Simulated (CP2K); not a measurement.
The system is Mo.

```xyz
1
Lattice="2.7432 0.0000 0.0000 -0.9144 2.5863 0.0000 -0.9144 -1.2932 2.2398" Properties=species:S:1:pos:R:3 pbc="T T T"
Mo    0.0000    0.0000    0.0000
```

Base run:

```yaml
Program: CP2K 2026.2
Functional: PBE
Potentials_or_basis: POTENTIAL_UZH Mo GTH-PBE-q14; TZVP-MOLOPT-PBE-GTH basis
Density_cutoff: 9184 eV
k_mesh: 12 × 12 × 12
Occupations: fermi-dirac, width 0.05 eV
Spin: no spin polarisation
```

Its results: band gap on the k mesh none (metal or under the smearing width); pressure 0.1 GPa.

The run is repeated on the same cell with these changes: functional from PBE to OLYP. What comes out?

Band gap on the k mesh none (metal or under the smearing width); pressure -5.2 GPa.

Caveats: the basis of atomic orbitals isn't converged, which shifts pressures, moduli and gaps; the potentials were made for another functional, which shifts forces and pressure (some runs).

Not every run made on this cell is shown here.
